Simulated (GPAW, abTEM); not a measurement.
# Does bonding show in the electron microscope? GaN monolayer

Question: image and diffraction simulations usually add up neutral spherical atoms. How large is the error for a GaN monolayer, in scanning-probe images and phase-contrast images?

The sheet lies in the middle of a cell with vacuum above and below. All numbers are calculated.

### 1. Find the equilibrium geometry

The density hangs on the geometry, so the atoms and the in-plane cell are relaxed first, with the symmetry held. The cutoff is set higher than for the density because stress converges slowly with plane waves.

Settings: GPAW 26.7.0, PBE, 750 eV, 8×8×1 k-points, Fermi–Dirac width 0.05 eV, BFGS to 0.02 eV/Å.

```text
cell
1.0
     3.210000000    0.000000000    0.000000000
    -1.605000000    2.779941546    0.000000000
     0.000000000   -0.000000000   10.000000000
Ga N
1 1
Direct
0.000000000 0.000000000 0.500000000
0.666666667 0.333333333 0.500000000
```

```console
$ OMP_NUM_THREADS=1 mpirun -n 4 gpaw python run.py > gpaw.log
```

```text
BFGS:    0      -11.213465        1.127467
BFGS:    1      -11.243578        0.588542
BFGS:    2      -11.257418        0.037428
BFGS:    3      -11.257699        0.001738
cell  3.2665 3.2665 10.0000  90.00 90.00 120.00
volume 92.405 A^3, largest force 0.000 eV/A, largest stress 0.01 GPa
```

After 3 steps the area has changed by +3.6 % and the energy by -0.044 eV; the largest stress left is 0.01 GPa (averaged over the vacuum too). With N, O or F the basis is still incomplete for stress at this cutoff, so the printed stress understates the error and the volume may be off by a per cent or two. It took 19 s on 4 cores of Arm Neoverse N1 (shared host), peak memory 0.75 GiB.

Shortest distances after relaxation: Ga–N 1.886 Å, N–N 3.266 Å, Ga–Ga 3.266 Å.

### 2. Density and charge transfer

Fast electrons feel the potential of the nuclei and of all the electrons, so the PAW density is rebuilt with its core regions. Subtracting spherical free atoms from the same code cancels the cores and leaves the deformation density Δρ, the part due to bonding.

Settings: PBE, 600 eV, 9×9×1 k-points, Fermi–Dirac width 0.05 eV; primitive cell of 2 atoms.

```console
$ OMP_NUM_THREADS=1 mpirun -n 4 gpaw python run.py > gpaw.log
```

```text
|iter:   1|       0s |  -13.425890 | -0.13 |       |
|iter:   2|       0s |  -12.754712 | -1.58 | -0.51 |
|iter:   3|       0s |  -11.116435 | -0.27 | -0.57 |
...
|iter:   7|       1s |  -11.108351c| -5.31 | -2.91 |
|iter:   8|       1s |  -11.108351c| -6.79 | -3.83 |
|iter:   9|       2s |  -11.108351c| -7.87c| -4.39c|
```

```text
grid (40, 40, 120)  electrons 38.000  moved by bonding 0.652 e
deformation density beyond 0.5 A of the nuclei: max 0.215, min -0.092 e/A^3
atom        x       y       z   Voronoi charge  moment
Ga1    0.0000  0.0000  0.5000      0.496       0.00
N 2    0.6667  0.3333  0.5000     -0.496       0.00
mean inner potential of superposed free atoms 4.881 V
total magnetic moment 0.000 muB
```

Deformation density in a plane through the shortest contact of the Ga atom at the origin, in 0.01 e/Å³ (clipped at ±99); x from -1.6 to 3.5 Å, y from 2.4 down to -2.4 Å:

```text
  4   7  14  17   6  -3  -6  -3   1   4  10  14   5  -4  -6  -4
 14   4   .  18  12   2  -3  -3  -3  -2  -1  -4  -6   .  -3  -5
 21   .   .   .   6   3  -2  -3  -3  -4  -5  -7   .   .   .  -7
 12   5   .  20  13   2  -3  -4  -2  -1   0  -2  -8   .  -4  -4
  2   6  13  14   2  -5  -6  -3   2   5  11  17   9  -2  -6  -4
 -2  -1  -1  -6  -2   .  -6  -1  13   8   .  18  15   6  -2  -4
 -3  -4  -6  -6   .   .   .   0  20   .   .   .   5   5  -1  -3
 -2  -1  -1  -6  -2   .  -6  -1  13   8   .  18  15   6  -2  -4
  2   6  13  14   2  -5  -6  -3   2   5  11  17   9  -2  -6  -4
 12   5   .  20  13   2  -3  -4  -2  -1   0  -2  -8   .  -4  -4
 21   .   .   .   6   3  -2  -3  -3  -4  -5  -7   .   .   .  -7
 14   4   .  18  12   2  -3  -3  -3  -2  -1  -4  -6   .  -3  -5
  4   7  14  17   6  -3  -6  -3   1   4  10  14   5  -4  -6  -4
```

Atoms in or within 0.15 Å of the plane: Ga (2.8, -1.6), Ga (0.0, 0.0), Ga (2.8, 1.6), N (-0.9, -1.6), N (1.9, 0.0), N (-0.9, 1.6) Å. Dots mark points within about 0.45 Å of a nucleus; large values next to them are atomic features.

N gains most (-0.50 e) and Ga loses most (+0.50 e), as electronegativity suggests. Such charges fall far short of formal ones, since overlapping free atoms already put density on their neighbours. Along the shortest contact from the Ga atom at the map's origin, Ga–N at 1.89 Å, Δρ is +0.12 e/Å³ at the midpoint and highest, +0.21, 1.28 Å from Ga (points within 0.5 Å of a nucleus left out): the build-up leans to one atom, as in a polar bond or on the flank of an anion. At the midpoints of other shortest contacts it is -0.06 (N–N, 3.27 Å) and +0.05 (Ga–Ga, 3.27 Å) e/Å³. Point values carry grid noise of about 0.01 e/Å³. The printed inner potential is divided by a volume that includes the vacuum. The run needed 9 iterations, 7.5 s.

### 3. The functional ladder

The same geometry is run with other functionals, to see whether the bonding signal is larger than the spread between approximations. Free atoms are LDA for LDA and PBE otherwise; meta-GGAs and hybrids keep PBE cores. Any other changed setting is in the row's label.

```csv
run,q(N) (e),moved (e),time
PBE,-0.496,0.652,7.5 s
LDA,-0.477,0.626,6.7 s
r2SCAN,-0.527,0.690,13 s
```

The charge moved by bonding spans 0.626 to 0.690 e. Times are from shared hosts.

### 4. Scanning probe: integrated centre of mass and ABF

The integrated centre-of-mass signal follows the projected potential of a thin sample, so it responds to any shift of charge; annular bright field is given beside it. The probe is focused on the sheet.

Settings: abTEM 1.0.9, 60 kV, 4×3×1 cells, grid 96×123, 10 slices, atoms at rest, semi-angle 30 mrad, ABF 15–30 mrad, Gaussian source blur σ = 0.25 Å; iCOM in arbitrary units. Columns, named by their atoms per repeat: Ga (0.00, 0.00), N (1.63, 0.94), void (0.00, 1.89) Å; 'void' is a point in the widest open channel.

| column | iCOM − void, atoms | bonded | change (%) | ABF, atoms (%) | bonded (%) |
| --- | --- | --- | --- | --- | --- |
| Ga | 0.0219 | 0.0223 | +1.6 | 70.66 | 70.62 |
| N | 0.0089 | 0.0073 | -18.0 | 72.53 | 72.55 |

Against the void, N changes by -18.0 % and Ga by +1.6 %. The order follows the charges (means per atom -0.50 and +0.50 e): this fits screening by gained electrons and unscreening by lost ones, though Voronoi charges are only a rough guide. At these points the largest ABF change is 0.038 % of the beam. Time: 10 s.

### 5. Phase-contrast images through focus

Defocus sets how strongly, and with which sign, the lens passes each spatial frequency; bonding changes the potential mostly at the lowest ones. Defocus counts from the exit plane, 4.5 Å below the sheet's middle.

Settings: abTEM 1.0.9, 60 kV, 3×2×1 cells, grid 123×142, 10 slices, atoms at rest, Cs 2 μm, focal spread 20 Å, aperture 35 mrad; positive defocus is underfocus. Intensity relative to vacuum, independent atoms / with bonding. Columns, named by their atoms per repeat: Ga (0.00, 0.00), N (1.63, 0.94), void (0.00, 1.89) Å; 'void' is a point in the widest open channel.

| defocus (Å) | Ga | N | void |
| --- | --- | --- | --- |
| -200 | 0.781 / 0.772 | 0.922 / 0.941 | 1.074 / 1.065 |
| -130 | 1.274 / 1.285 | 1.138 / 1.123 | 1.087 / 1.091 |
| 20 | 0.840 / 0.837 | 0.938 / 0.943 | 0.983 / 0.981 |
| 130 | 0.780 / 0.771 | 0.911 / 0.929 | 1.059 / 1.051 |
| 200 | 1.280 / 1.292 | 1.140 / 1.124 | 1.086 / 1.090 |

The largest change at any listed point, and its share of that image's contrast range (maximum minus minimum): 0.019 (6 %) at -200 Å, 0.015 (4 %) at -130 Å, 0.005 (2 %) at 20 Å, 0.018 (6 %) at 130 Å, 0.016 (4 %) at 200 Å.

### 6. Answer

Putting the DFT potential in place of independent atoms changes iCOM column contrast by -18.0 to +1.6 % and phase contrast by up to 6 % of its range. The shortest bond, Ga–N, has Δρ = +0.12 e/Å³ at its midpoint, on a slope that rises towards one atom. Limits: the bonding term is static and added to Lobato atoms; no inelastic scattering; the cell was relaxed below the cutoff at which stress converges for N, O or F.

[Outputs are excerpts: Python notices, other lines and further rows are left out; steps that failed or that the build refused (PBEsol, TPSS) are not shown.]

[Logs are printed without paths, hosts, clocks, repeated set-up lines and the standing remarks that a program may print on its own settings, such as how far it seeks lower states.]
